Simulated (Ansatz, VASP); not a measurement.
**Al in VASP and in Ansatz**

```
Al
1.0
     0.00000    2.02398    2.06446
     2.02398    0.00000    2.06446
     2.02398    2.02398    0.00000
Al
1
Direct
  0.00000 0.00000 0.00000
```

Change from the starting cell: zz strain of +2 %, crystal datasets.

Alike in both runs: task electric field gradients; functional LDA; k mesh 17 × 17 × 17; occupations fermi-dirac, width 0.03 eV; no spin polarisation.

|  | VASP | Ansatz |
| --- | --- | --- |
| version | VASP 6.6.1 | Ansatz 0.2.0 |
| potentials or method | VASP PAW LDA potentials, release 64 (Al), cutoff 520 eV | all-electron PAW with datasets made for the crystal, scalar-relativistic |

VASP gave:

| Item | Value |
| --- | --- |
| pressure (GPa) | -4.8 |
| largest component of the traceless stress (GPa) | 0.33 |
| Vzz of the field gradient on the site that differs most (V/Å²) | 1.2 |

**Question.** Estimate Ansatz's values.

**Answer.** Pressure (GPa): -4.9; largest component of the traceless stress (GPa): 0.34; Vzz of the field gradient on the site that differs most (V/Å²): 1.1.

Ansatz ran all-electron here, so the differences hold the error of VASP's frozen core and of both bases.
